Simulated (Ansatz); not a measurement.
**SnO (wurtzite): G0W0 against its settings**

SnO (wurtzite) (no longer in that coordination), relaxed with r2SCAN; one-shot G0W0 in Ansatz without spin-orbit coupling. Simulation only: spin-unpolarised, and no claim that this is the phase found in nature.

```cif
data_structure
_symmetry_space_group_name_H-M 'P6_3mc'
_symmetry_Int_Tables_number 186
_cell_length_a 3.2982
_cell_length_b 3.2982
_cell_length_c 9.2164
_cell_angle_alpha 90.000
_cell_angle_beta 90.000
_cell_angle_gamma 120.000
_cell_volume 86.82
loop_
_atom_site_label
_atom_site_type_symbol
_atom_site_symmetry_multiplicity
_atom_site_Wyckoff_symbol
_atom_site_fract_x
_atom_site_fract_y
_atom_site_fract_z
_atom_site_occupancy
Sn1 Sn 2 b 0.33333 0.66667 0.99336 1
O1 O 2 b 0.33333 0.66667 0.38164 1
```

Gaps are read over the mesh points alone. G0W0 values are finite-basis, finite-mesh values.
```csv
start,potentials,frequency model,mesh,empty bands,screening cutoff (eV),Kohn-Sham gap (eV),G0W0 gap (eV),rough cost
PBE,PAW,contour deformation,6×6×2,141,80,1.42,1.99,2.4 core-minutes
PBE,PAW,contour deformation,6×6×2,326,140,1.42,2.13,14 core-minutes
HSE06,PAW,contour deformation,6×6×2,326,140,1.94,2.54,22 core-minutes
LDA,PAW,contour deformation,6×6×2,326,140,1.36,2.14,16 core-minutes
```

G0W0 moves the gap on the mesh from 1.42 eV (PBE) to 2.13 eV (K to Γ). Renormalisation factors Z lie between 0.62 and 0.77.

Raising bands and cutoff together moves the gap by +0.14 eV (80 to 140 eV); the last step is still large, so the basis limit isn't reached. Starting from HSE06 (1.94 eV against PBE's 1.42 eV) gives 2.54 eV, +0.41 eV from G0W0@PBE at the same screening cutoff. Starting from LDA (1.36 eV against PBE's 1.42 eV) gives 2.14 eV, +0.01 eV from G0W0@PBE at the same screening cutoff.
